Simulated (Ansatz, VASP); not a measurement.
Two plane-wave programs on SnO2

The input INCAR:

```
PREC = Accurate
ENCUT = 520
EDIFF = 1E-6
ISMEAR = 0
SIGMA = 0.01
LREAL = F
LASPH = T
NELM = 100
ALGO = Normal
ISIF = 2
LWAVE = F
LCHARG = F
GGA = PE
NBANDS = 35
```

File KPOINTS:

```
Automatic mesh
0
Gamma
  4 4 6
```

Contents of POSCAR:

```
SnO2
1.0
    4.7605737225      0.0000000000      0.0000000000
    0.0000000000      4.7605737225      0.0000000000
    0.0000000000      0.0000000000      3.2000802721
Sn O
2 4
Direct
    0.0000000000      0.0000000000      0.0000000000
    0.5000000000      0.5000000000      0.5000000000
    0.3058781126      0.3058781126      0.0000000000
    0.1941218874      0.8058781126      0.5000000000
    0.8058781126      0.1941218874      0.5000000000
    0.6941218874      0.6941218874      0.0000000000
```

Input for Ansatz:

```yaml
crystal:
  lattice:
    - [4.7605737225, 0.0, 0.0]
    - [0.0, 4.7605737225, 0.0]
    - [0.0, 0.0, 3.2000802721]
  atoms:
    - { symbol: Sn, position: [0.0, 0.0, 0.0] }
    - { symbol: Sn, position: [0.5, 0.5, 0.5] }
    - { symbol: O, position: [0.3058781126, 0.3058781126, 0.0] }
    - { symbol: O, position: [0.1941218874, 0.8058781126, 0.5] }
    - { symbol: O, position: [0.8058781126, 0.1941218874, 0.5] }
    - { symbol: O, position: [0.6941218874, 0.6941218874, 0.0] }
kpoints:
  mp_grid: { grid: [4, 4, 6] }
hamiltonian:
  xc: pbe
scf:
  occupations: { method: fixed }
output:
  optics:
    e_range: [0, 12]
    de: 0.05
    sigma: 0.1
    bands: { spectra_wanted_up_to: 12 }
```

Alike in both runs: task single point; functional PBE; k mesh 4 × 4 × 6; no spin polarisation.

|  | VASP | Ansatz |
| --- | --- | --- |
| version | VASP 6.6.1 | Ansatz 0.2.0 |
| potentials or method | VASP PAW PBE potentials, release 64 (Sn_d, O) | plane waves, PAW |
| plane-wave cutoff (eV) | 520 | 420 |
| occupations | gaussian, width 0.01 eV | fixed |
| valence electrons in the cell | 52 | 52 |

```csv
,VASP,Ansatz,Ansatz less VASP
gap on the k mesh at the Fermi level (eV),1.09,1.10,+0.011
```

Caveats: spin-orbit coupling is left out, which moves the levels of the heavy elements. Expect the measured gap to be larger: semilocal functionals such as PBE lack the derivative discontinuity.
